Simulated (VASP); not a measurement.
Wanted: the native input for a VASP 6.6.1 run.

```yaml
Task: single point
Functional: LDA
Potentials_or_basis: VASP PAW LDA potentials, release 64 (Pd)
Cutoff: 320 eV
k_mesh: 5 × 5 × 5
Occupations: fermi-dirac, width 0.05 eV
Spin: no spin polarisation
Further_INCAR_settings: ALGO = Normal; EDIFF = 1e-07
```

The structure of Pd lies in POSCAR:

```
Pd
1.0
    7.6800000000      0.0000000000      0.0000000000
    0.0000000000      7.6800000000      0.0000000000
    0.0000000000      0.0000000000      7.6800000000
Pd
32
Direct
    0.0000000000      0.0000000000      0.0000000000
    0.0000000000      0.0000000000      0.5000000000
    0.0000000000      0.5000000000      0.0000000000
    0.0000000000      0.5000000000      0.5000000000
    0.5000000000      0.0000000000      0.0000000000
    0.5000000000      0.0000000000      0.5000000000
    0.5000000000      0.5000000000      0.0000000000
    0.5000000000      0.5000000000      0.5000000000
    0.0000000000      0.2500000000      0.2500000000
    0.0000000000      0.2500000000      0.7500000000
    0.0000000000      0.7500000000      0.2500000000
    0.0000000000      0.7500000000      0.7500000000
    0.5000000000      0.2500000000      0.2500000000
    0.5000000000      0.2500000000      0.7500000000
    0.5000000000      0.7500000000      0.2500000000
    0.5000000000      0.7500000000      0.7500000000
    0.2500000000      0.0000000000      0.2500000000
    0.2500000000      0.0000000000      0.7500000000
    0.2500000000      0.5000000000      0.2500000000
    0.2500000000      0.5000000000      0.7500000000
    0.7500000000      0.0000000000      0.2500000000
    0.7500000000      0.0000000000      0.7500000000
    0.7500000000      0.5000000000      0.2500000000
    0.7500000000      0.5000000000      0.7500000000
    0.2500000000      0.2500000000      0.0000000000
    0.2500000000      0.2500000000      0.5000000000
    0.2500000000      0.7500000000      0.0000000000
    0.2500000000      0.7500000000      0.5000000000
    0.7500000000      0.2500000000      0.0000000000
    0.7500000000      0.2500000000      0.5000000000
    0.7500000000      0.7500000000      0.0000000000
    0.7500000000      0.7500000000      0.5000000000
```

The cell was built by a generator and needn't be a form met in nature.

These files were run (other wordings do the same):

INCAR

```
PREC = Accurate
ENCUT = 320
EDIFF = 1E-7
ISMEAR = -1
SIGMA = 0.05
LREAL = False
LASPH = True
NELM = 100
ALGO = Normal
ISIF = 2
LWAVE = False
LCHARG = True
LELF = True
LVHAR = True
```

KPOINTS

```
regular mesh
0
Gamma
  5 5 5
```

Potentials or basis: VASP PAW LDA potentials, release 64 (Pd).

Launch:

```bash
$ cat potpaw_LDA.64/Pd/POTCAR > POTCAR
$ mpirun -np 1 vasp_std > vasp.out
```

Results of the run:

The pressure is -0.7 GPa and the band gap on the k mesh is none (metal or under the smearing width).

Wall time 7.8 min on 1 thread of Intel(R) Xeon(R) Platinum 8488C (Sapphire Rapids), on a shared host, peak memory 0.42 GiB.
